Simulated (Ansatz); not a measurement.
Input of an Ansatz 0.2.0 run:

The input input.yaml:

```yaml
crystal:
  lattice:
    - [-1.6, 1.6, 3.9305]
    - [1.6, -1.6, 3.9305]
    - [1.6, 1.6, -3.9305]
  atoms:
    - { symbol: Mo, position: [0.0, 0.0, 0.0] }
    - { symbol: Si, position: [0.667, 0.667, 0.0] }
    - { symbol: Si, position: [0.333, 0.333, 0.0] }
hamiltonian:
  xc: pbesol
  pseudopotentials: { kind: paw }
kpoints:
  mp_grid: { grid: [12, 12, 12] }
  band_path:
    path:
      - [[0.0, 0.0, 0.0], [-0.5, 0.5, 0.0], [-0.5, 0.5, -0.0828541695], [-0.2914270847, 0.2914270847, -0.2914270847], [0.0, 0.0, 0.0], [0.5, 0.5, -0.5], [0.2914270847, 0.7085729153, -0.7085729153], [0.0, 0.5, -0.5], [-0.25, 0.75, -0.25], [0.0828541695, 0.9171458305, -0.5], [0.5, 0.5, -0.5]]
      - [[-0.5, 0.5, 0.0], [-0.25, 0.75, -0.25]]
    npoints: 14
scf:
  occupations: { method: fermi_dirac, width: 0.05 }
  n_extra_bands: 7
output:
  forces: true
  stress: true
  eigenvalues: true
  fatbands: true
  write_density: true
  write_potential: true
  elf: true
  volumetric_format: npy
```

Potentials or basis: Ansatz PAW.

Launch:

```bash
$ ansatz run input.yaml --threads 2 --pin off --max-ram 5632MiB --backend cpu --events-out ev --progress --plain --runs-dir out
```

(1) Predict the pressure.

(2) Estimate the band gap on the k mesh.

(3) Predict the largest force.

Answers

(1) -2.7 GPa.

(2) none (metal or under the smearing width).

(3) 0.327 eV/Å.

Caveat: the PAW data sets come from PBE, with cores solved anew for the run's functional, which leaves a small shift of forces and pressure.
